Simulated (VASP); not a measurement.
**VASP inputs for InP (strained zincblende)**

INCAR

```
LCHARG = .TRUE.
LELF = .TRUE.
ISIF = 2
ENCUT = 520
NELM = 120
PREC = Accurate
IBRION = -1
EDIFF = 1E-7
GGA = PE
LASPH = .TRUE.
LWAVE = .FALSE.
NBANDS = 16
LREAL = .FALSE.
SIGMA = 0.02
ISMEAR = -1
NSW = 0
```

KPOINTS

```
KPOINTS created by Atomic Simulation Environment
0
Gamma
8 8 8
0 0 0
```

KPOINTS_OPT

```
special points
6
Reciprocal
0.0000000000 0.0000000000 0.0000000000 1
-0.5000000000 -0.5000000000 0.0000000000 1
-0.3750000000 -0.3750000000 0.2500000000 1
-0.3750000000 0.0000000000 0.3750000000 1
0.0000000000 0.0000000000 0.5000000000 1
-0.5000000000 -0.2500000000 0.2500000000 1
```

POSCAR

```
In P
 1.0000000000000000
     0.0000000000000000    3.0424012639000000    3.0424012639000000
     3.0424012639000000    0.0000000000000000    3.0424012639000000
     3.0424012639000000    3.0424012639000000    0.0000000000000000
 In  P
   1   1
Cartesian
  0.0000000000000000  0.0000000000000000  0.0000000000000000
  1.5212006319500000  1.5212006319500000  1.5212006319500000
```

VASP ran with the recommended PBE PAW datasets (18 valence electrons in the cell).

Q: What does this run give?

A: gap between bands v and c 0.10 eV; least direct gap 0.10 eV; pressure -3.2 GPa.

Band v is the last that the valence electrons fill when counted band by band, and c is the next. Levels in eV from the top of v:

```tsv
point	v−1	v	c	c+1
Γ	0.00	0.00	0.10	4.07
X	-1.97	-1.97	1.94	2.24
K	-2.80	-1.64	2.38	4.15
L	-0.82	-0.82	1.23	4.78
W	-2.51	-2.44	3.91	4.27
```
